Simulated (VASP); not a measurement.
# C (C2/m) in VASP: further runs

Runs on C. Level: PBEsol. Tasks: single point.

Everything below comes from runs of VASP 6.6.1. Logs are shortened: lines on timing, memory, paths and dates and some standing lists are left out, and cuts for length are marked.

## Step 1: The structure

It takes space group C2/m (No. 12, monoclinic). The conventional cell has a = 4.255 Å, b = 2.457 Å, c = 3.765 Å, α = 90.00°, β = 111.49°, γ = 90.00°. C (site symmetry m) is surrounded by 3 C at 1.42 Å.

This is a stacking variant of graphite.

## Step 2: Single point, PBEsol

Input file INCAR:

```
  PREC = Accurate
  ENCUT = 460
  EDIFF = 0.01
  ISMEAR = 0
  SIGMA = 0.05
  LREAL = F
  LASPH = T
  NELM = 100
  ALGO = Normal
  ISIF = 2
  LWAVE = F
  LCHARG = F
  GGA = PS
  ADDGRID = F
```

Input file KPOINTS:

```
regular mesh
0
Gamma
  6 6 4
```

Input file POSCAR:

```
C
1.0
    2.1273203072     -1.2282824400      0.0000000000
    2.1273203072      1.2282824400      0.0000000000
   -1.3790696309      0.0000000000      3.5028300786
C
2
Direct
    0.1666444700      0.1666444700      0.9999069600
    0.8333555300      0.8333555300      0.0000930400
```

Potentials or basis: VASP PAW PBE potentials, release 64 (C).

Run with:

```console
$ cat potpaw_PBE.64/C/POTCAR > POTCAR
$ mpirun -np 1 vasp_std > vasp.out
```

OUTCAR:

```text
PREC = Accurate
   ENCUT = 460
   EDIFF = 0.01
   ISMEAR = 0
   LREAL = F
   LASPH = T
   NELM = 100
   ISIF = 2
   GGA = PS

 Found     47 irreducible k-points:

 Following reciprocal coordinates:
            Coordinates               Weight
  0.000000  0.000000  0.000000      1.000000
  0.166667  0.000000 -0.000000      4.000000
  0.333333  0.000000  0.000000      4.000000
  0.500000  0.000000  0.000000      2.000000
  0.166667  0.166667 -0.000000      2.000000
  0.333333  0.166667  0.000000      4.000000
   k-points           NKPTS =     47   k-points in BZ     NKDIM =     47   number of bands    NBANDS=      8
   number of dos      NEDOS =    301   number of ions     NIONS =      2
   total plane-waves  NPLWV =   9072
   dimension x,y,z NGX =    18 NGY =   18 NGZ =   28
   dimension x,y,z NGXF=    36 NGYF=   36 NGZF=   56
   ions per type =               2
   NGX,Y,Z   is equivalent  to a cutoff of  12.18, 12.18, 12.37 a.u.
   NGXF,Y,Z  is equivalent  to a cutoff of  24.36, 24.36, 24.73 a.u.
 SYSTEM =  unknown system
   PREC   = accura    normal or accurate (medium, high low for compatibility)
   ISTART =      0    job   : 0-new  1-cont  2-samecut
   ICHARG =      2    charge: 1-file 2-atom 10-const
   ISPIN  =      1    spin polarized calculation?
   LNONCOLLINEAR =      F non collinear calculations
   LSORBIT =      F    spin-orbit coupling
   LASPH  =      T    aspherical Exc in radial PAW
   ENCUT  =  460.0 eV  33.81 Ry    5.81 a.u.   4.30  4.30  6.58*2*pi/ulx,y,z
   NELM   =    100;   NELMIN=  2; NELMDL= -5     # of ELM steps
   EDIFF  = 0.1E-01   stopping-criterion for ELM
   LREAL  =      F    real-space projection
   EDIFFG = 0.1E+00   stopping-criterion for IOM
   NSW    =      0    number of steps for IOM
   IBRION =     -1    ionic relax: 0-MD 1-quasi-New 2-CG
   NFREE  =      0    steps in history (QN), initial steepest desc. (CG)
   ISIF   =      2    stress and relaxation
   ISYM   =      2    0-nonsym 1-usesym 2-fastsym
   POTIM  = 0.5000    time-step for ionic-motion
   TEBEG  =    0.0;   TEEND  =   0.0 temperature during run
   PSTRESS=    0.0 pullay stress
   NELECT =       8.0000    total number of electrons
   NUPDOWN=      -1.0000    fix difference up-down
   EMIN   =  10.00;   EMAX   =-10.00  energy-range for DOS
   EFERMI =   0.00;   METHOD = LEGACY
   ISMEAR =     0;   SIGMA  =   0.05  broadening in eV -4-tet -1-fermi 0-gaus
   EFERMI_NEDOS =   21; number of points for ismear=-14 and -15
   IALGO  =     38    algorithm
   IMIX   =      4    mixing-type and parameters
     AMIX     =   0.40;   BMIX     =  1.00
     AMIX_MAG =   1.60;   BMIX_MAG =  1.00
  volume/ion in A,a.u.               =       9.15        61.77
  Fermi-wavevector in a.u.,A,eV,Ry     =   1.242352  2.347705 20.999765  1.543439
  Thomas-Fermi vector in A             =   2.376710
   LORBIT       =      0    0 simple, 1 ext, 2 COOP (PROOUT), +10 PAW based schemes
   GGA     = PS    functional components
   LHFCALC =     F    Hartree Fock is set to
   AEXX    =    0.0000 exact exchange contribution
   IVDW    =     0    specifies the selected vdW correction
   LEPSILON=     F    determine dielectric tensor
   LRPA    =     F    only Hartree local field effects (RPA)
 non-spin polarized calculation
 Gauss-broadening in eV      SIGMA  =   0.05
  energy-cutoff  :      460.00
  volume of cell :       18.31
 maximum number of plane-waves:       424
 NGX is ok and might be reduce to    18
   NGX =  9   NGY =  9   NGZ = 13

 number of electron       8.0000000 magnetization

 Free energy of the ion-electron system (eV)
  ---------------------------------------------------
  ext. energy  EPLUGINS =         0.00000000
  ---------------------------------------------------
  free energy    TOTEN  =       -19.26004780 eV

  energy without entropy =      -19.26004780  energy(sigma->0) =      -19.26004780

 E-fermi :   4.2401     XC(G=0): -10.2923

 val. band max:        4.0324235778   @ k =  -0.3333   0.3333   0.0000
 cond. band min:       4.5077778188   @ k =  -0.3333   0.3333   0.5000
 fundamental gap:      0.4753542410
 Fermi energy:         4.2400827203

 k-point     1 :       0.0000    0.0000    0.0000
  band No.  band energies     occupation
      1     -15.4095      2.00000
      2      -2.6008      2.00000
      3       1.2706      2.00000
      4       1.2738      2.00000
      5       7.9551      0.00000
      6      12.6536      0.00000
      7      12.6561      0.00000
      8      15.7994      0.00000

 k-point     2 :       0.1667    0.0000   -0.0000
  band No.  band energies     occupation
      1     -14.7400      2.00000
      2      -1.8932      2.00000
      3      -1.0282      2.00000
      4       0.1266      2.00000
      5       8.8997      0.00000
      6      12.7175      0.00000
      7      13.6779      0.00000
      8      15.2275      0.00000

 k-point     3 :       0.3333    0.0000    0.0000
  band No.  band energies     occupation
      1     -12.7677      2.00000
      2      -5.3724      2.00000
      3      -1.5042      2.00000
      4       0.1320      2.00000
      5       9.2818      0.00000
      6      11.6389      0.00000
      7      12.2708      0.00000
      8      19.9564      0.00000

 k-point     4 :       0.5000    0.0000    0.0000
  band No.  band energies     occupation
      1     -10.0163      2.00000
      2      -9.0707      2.00000
      3      -2.1452      2.00000
      4       2.1853      2.00000
      5       6.2220      0.00000
      6      11.8797      0.00000
      7      15.7399      0.00000
      8      16.1855      0.00000

 k-point     5 :       0.1667    0.1667   -0.0000
  band No.  band energies     occupation
      1     -14.7235      2.00000
      2      -2.0448      2.00000
      3      -1.0103      2.00000
      4       0.1120      2.00000
      5       9.2540      0.00000
      6      12.6691      0.00000
      7      13.6134      0.00000
      8      15.2268      0.00000

 k-point     6 :       0.3333    0.1667    0.0000
  band No.  band energies     occupation
      1     -13.3904      2.00000
      2      -3.4580      2.00000
      3      -2.1665      2.00000
      4      -0.7641      2.00000
      5      10.6316      0.00000
      6      11.3790      0.00000
      7      14.3766      0.00000
      8      16.0396      0.00000

 [... further k-points ...]

------------------------ aborting loop because EDIFF is reached ----------------------------------------

  FORCE on cell =-STRESS in cart. coord.  units (eV):
  Direction    XX          YY          ZZ          XY          YZ          ZX
  --------------------------------------------------------------------------------------
  -------------------------------------------------------------------------------------
  Total        0.3200256      0.2964504      0.0822476      0.0000000      0.0000000     -0.0081660
  in kB       28.0101263     25.9467179      7.1986909      0.0000000      0.0000000     -0.7147270
  external PRESSURE =      20.3851783 kB  Pullay stress =       0.0000000 kB

 VOLUME and BASIS-vectors are now :
 -----------------------------------------------------------------------------
  energy-cutoff  :      460.00
  volume of cell :       18.31
      direct lattice vectors                 reciprocal lattice vectors
     2.127320307 -1.228282440  0.000000000     0.235037478 -0.407072497  0.092534619
     2.127320307  1.228282440  0.000000000     0.235037478  0.407072497  0.092534619
    -1.379069631  0.000000000  3.502830079     0.000000000  0.000000000  0.285483446

 POSITION                                       TOTAL-FORCE (eV/Angst)
 -----------------------------------------------------------------------------------
     -0.66993      0.00000      3.50250         0.004188      0.000000     -0.051367
      3.54550      0.00000      0.00033        -0.004188      0.000000      0.051367
 -----------------------------------------------------------------------------------
    total drift:                               -0.000000     -0.000000      0.000000

  FREE ENERGIE OF THE ION-ELECTRON SYSTEM (eV)
  ---------------------------------------------------
  free  energy   TOTEN  =       -19.2600477985 eV

  energy  without entropy=      -19.2600477984  energy(sigma->0) =      -19.26004780
```

It used 2.6 s of CPU time on 1 thread of Intel(R) Xeon(R) Platinum 8488C (Sapphire Rapids), on a shared host, which was overloaded at the time.

The run converged, but some of its settings lie outside the range that counts as converged, so its numbers aren't taken as properties of the crystal.

What came out:

| Item | Value |
| --- | --- |
| Free energy | -19.2600 eV |
| Pressure | 2.0 GPa |
| Largest force | 0.052 eV/Å |
| Band gap on the k mesh | 0.48 eV, indirect (least direct gap 0.50 eV) |

Caveat: the k mesh is coarse (spacing up to 0.50 Å⁻¹), so the values aren't converged; the cutoff is under 1.25 times the usual one of these potentials, so pressure, stress and relaxed cells hold a basis-set (Pulay) error; the PAW data sets were made with another functional, which shifts forces and pressure a little; this functional lacks dispersion, which binds the layers, so the pressure and a relaxed spacing across them are unreliable.

## Step 3: Single point, PBEsol

INCAR: that of step 2 with these lines changed.

```diff
@@ -2,3 +2,3 @@
   ENCUT = 460
-  EDIFF = 0.01
+  EDIFF = 0.001
   ISMEAR = 0
```

KPOINTS is that of step 2.

POSCAR is that of step 2.

Potentials or basis: VASP PAW PBE potentials, release 64 (C).

Run with:

```console
$ cat potpaw_PBE.64/C/POTCAR > POTCAR
$ mpirun -np 1 vasp_std > vasp.out
```

OUTCAR:

```text
PREC = Accurate
   ENCUT = 460
   EDIFF = 0.001
   ISMEAR = 0
   LREAL = F
   LASPH = T
   NELM = 100
   ISIF = 2
   GGA = PS

 Found     47 irreducible k-points:

 Following reciprocal coordinates:
            Coordinates               Weight
  0.000000  0.000000  0.000000      1.000000
  0.166667  0.000000 -0.000000      4.000000
  0.333333  0.000000  0.000000      4.000000
  0.500000  0.000000  0.000000      2.000000
  0.166667  0.166667 -0.000000      2.000000
  0.333333  0.166667  0.000000      4.000000
   k-points           NKPTS =     47   k-points in BZ     NKDIM =     47   number of bands    NBANDS=      8
   number of dos      NEDOS =    301   number of ions     NIONS =      2
   total plane-waves  NPLWV =   9072
   dimension x,y,z NGX =    18 NGY =   18 NGZ =   28
   dimension x,y,z NGXF=    36 NGYF=   36 NGZF=   56
   ions per type =               2
   NGX,Y,Z   is equivalent  to a cutoff of  12.18, 12.18, 12.37 a.u.
   NGXF,Y,Z  is equivalent  to a cutoff of  24.36, 24.36, 24.73 a.u.
 SYSTEM =  unknown system
   PREC   = accura    normal or accurate (medium, high low for compatibility)
   ISTART =      0    job   : 0-new  1-cont  2-samecut
   ICHARG =      2    charge: 1-file 2-atom 10-const
   ISPIN  =      1    spin polarized calculation?
   LNONCOLLINEAR =      F non collinear calculations
   LSORBIT =      F    spin-orbit coupling
[... 62 lines left out ...]
      1     -15.3895      2.00000
      2      -2.5871      2.00000
      3       1.2981      2.00000
      4       1.3013      2.00000
      5       7.9607      0.00000
      6      12.6756      0.00000
      7      12.6781      0.00000
      8      15.8200      0.00000
[... 45 lines left out ...]
 k-point     6 :       0.3333    0.1667    0.0000
  band No.  band energies     occupation
      1     -13.3697      2.00000
      2      -3.4333      2.00000
      3      -2.1417      2.00000
      4      -0.7507      2.00000
      5      10.6484      0.00000
      6      11.3857      0.00000
      7      14.3975      0.00000
      8      16.0612      0.00000

 [... further k-points ...]

------------------------ aborting loop because EDIFF is reached ----------------------------------------

  FORCE on cell =-STRESS in cart. coord.  units (eV):
  Direction    XX          YY          ZZ          XY          YZ          ZX
  --------------------------------------------------------------------------------------
  -------------------------------------------------------------------------------------
  Total        0.3151966      0.2917600     -0.0765487      0.0000000      0.0000000     -0.0083996
  in kB       27.5874731     25.5361884     -6.6999021      0.0000000      0.0000000     -0.7351689
  external PRESSURE =      15.4745865 kB  Pullay stress =       0.0000000 kB

 VOLUME and BASIS-vectors are now :
 -----------------------------------------------------------------------------
  energy-cutoff  :      460.00
  volume of cell :       18.31
      direct lattice vectors                 reciprocal lattice vectors
     2.127320307 -1.228282440  0.000000000     0.235037478 -0.407072497  0.092534619
     2.127320307  1.228282440  0.000000000     0.235037478  0.407072497  0.092534619
    -1.379069631  0.000000000  3.502830079     0.000000000  0.000000000  0.285483446

 POSITION                                       TOTAL-FORCE (eV/Angst)
 -----------------------------------------------------------------------------------
     -0.66993      0.00000      3.50250         0.004128      0.000000     -0.051805
      3.54550      0.00000      0.00033        -0.004128      0.000000      0.051805
 -----------------------------------------------------------------------------------
    total drift:                               -0.000000     -0.000000      0.000000

  FREE ENERGIE OF THE ION-ELECTRON SYSTEM (eV)
  ---------------------------------------------------
  free  energy   TOTEN  =       -19.2599989027 eV

  energy  without entropy=      -19.2599989027  energy(sigma->0) =      -19.25999890
```

It used 2.8 s of CPU time on 1 thread of Intel(R) Xeon(R) Platinum 8488C (Sapphire Rapids), with other jobs on the host, which was overloaded at the time.

These settings aren't checked as converged: the numbers below hold their error.

Results:

```yaml
Free_energy: -19.2600 eV
Pressure: 1.5 GPa
Largest_force: 0.052 eV/Å
Band_gap_on_the_k_mesh: 0.48 eV, indirect (least direct gap 0.50 eV)
```

Caveat: the k mesh is coarse (spacing up to 0.50 Å⁻¹), so the values aren't converged; the cutoff is under 1.25 times the usual one of these potentials, so pressure, stress and relaxed cells hold a basis-set (Pulay) error; the PAW data sets were made with another functional, which shifts forces and pressure a little; this functional lacks dispersion, which binds the layers, so the pressure and a relaxed spacing across them are unreliable.

## Step 4: Single point, PBEsol

INCAR: that of step 3 with these lines changed.

```diff
@@ -2,3 +2,3 @@
   ENCUT = 460
-  EDIFF = 0.001
+  EDIFF = 1E-4
   ISMEAR = 0
```

KPOINTS is that of step 3.

POSCAR is that of step 3.

Run with:

```console
$ cat potpaw_PBE.64/C/POTCAR > POTCAR
$ mpirun -np 1 vasp_std > vasp.out
```

It used 2.9 s of CPU time on 1 thread of Intel(R) Xeon(R) Platinum 8488C (Sapphire Rapids), on a shared host, which was overloaded at the time.

These settings aren't checked as converged: the numbers below hold their error.

Results:

```
Free energy            : -19.2600 eV
Pressure               : 1.5 GPa
Largest force          : 0.052 eV/Å
Band gap on the k mesh : 0.48 eV, indirect (least direct gap 0.50 eV)
```

Caveat: the k mesh is coarse (spacing up to 0.50 Å⁻¹), so the values aren't converged; the cutoff is under 1.25 times the usual one of these potentials, so pressure, stress and relaxed cells hold a basis-set (Pulay) error; the PAW data sets were made with another functional, which shifts forces and pressure a little; this functional lacks dispersion, which binds the layers, so the pressure and a relaxed spacing across them are unreliable.

## Step 5: Single point, PBEsol

INCAR: that of step 4 with these lines changed.

```diff
@@ -2,3 +2,3 @@
   ENCUT = 460
-  EDIFF = 1E-4
+  EDIFF = 1E-5
   ISMEAR = 0
```

KPOINTS is that of step 4.

POSCAR is that of step 4.

Run with:

```console
$ cat potpaw_PBE.64/C/POTCAR > POTCAR
$ mpirun -np 1 vasp_std > vasp.out
```

It used 3.3 s of CPU time on 1 thread of Intel(R) Xeon(R) Platinum 8488C (Sapphire Rapids) (shared host), which was overloaded at the time.

These settings aren't checked as converged: the numbers below hold their error.

Results:

```
Free energy            : -19.2601 eV
Pressure               : 1.3 GPa
Largest force          : 0.052 eV/Å
Band gap on the k mesh : 0.48 eV, indirect (least direct gap 0.50 eV)
```

Caveat: the k mesh is coarse (spacing up to 0.50 Å⁻¹), so the values aren't converged; the cutoff is under 1.25 times the usual one of these potentials, so pressure, stress and relaxed cells hold a basis-set (Pulay) error; the PAW data sets were made with another functional, which shifts forces and pressure a little; this functional lacks dispersion, which binds the layers, so the pressure and a relaxed spacing across them are unreliable.

## Step 6: Single point, PBEsol

INCAR: that of step 5 with these lines changed.

```diff
@@ -2,3 +2,3 @@
   ENCUT = 460
-  EDIFF = 1E-5
+  EDIFF = 1E-6
   ISMEAR = 0
@@ -13,2 +13,2 @@
   GGA = PS
-  ADDGRID = F
+  ADDGRID = T
```

KPOINTS is that of step 5.

POSCAR is that of step 5.

Potentials or basis: VASP PAW PBE potentials, release 64 (C).

Run with:

```console
$ cat potpaw_PBE.64/C/POTCAR > POTCAR
$ mpirun -np 1 vasp_std > vasp.out
```

It used 4.2 s of CPU time on 1 thread of Intel(R) Xeon(R) Platinum 8488C (Sapphire Rapids), with other jobs on the host, which was overloaded at the time.

These settings aren't checked as converged: the numbers below hold their error.

Results:

```
Free energy            : -19.2601 eV
Pressure               : 1.3 GPa
Largest force          : 0.052 eV/Å
Band gap on the k mesh : 0.48 eV, indirect (least direct gap 0.50 eV)
```

Caveat: the k mesh is coarse (spacing up to 0.50 Å⁻¹), so the values aren't converged; the cutoff is under 1.25 times the usual one of these potentials, so pressure, stress and relaxed cells hold a basis-set (Pulay) error; the PAW data sets were made with another functional, which shifts forces and pressure a little; this functional lacks dispersion, which binds the layers, so the pressure and a relaxed spacing across them are unreliable.

## Step 7: For comparison

An earlier run on the cell as given: functional PBE; potentials or basis VASP PAW PBE potentials, release 64 (C); cutoff 520 eV; k mesh 13 × 13 × 8; occupations fermi-dirac, width 0.05 eV; no spin polarisation.

- Pressure: 4.2 GPa
- Largest force: 0.005 eV/Å
- Band gap on the k mesh: 0.93 eV, indirect (least direct gap 0.94 eV)
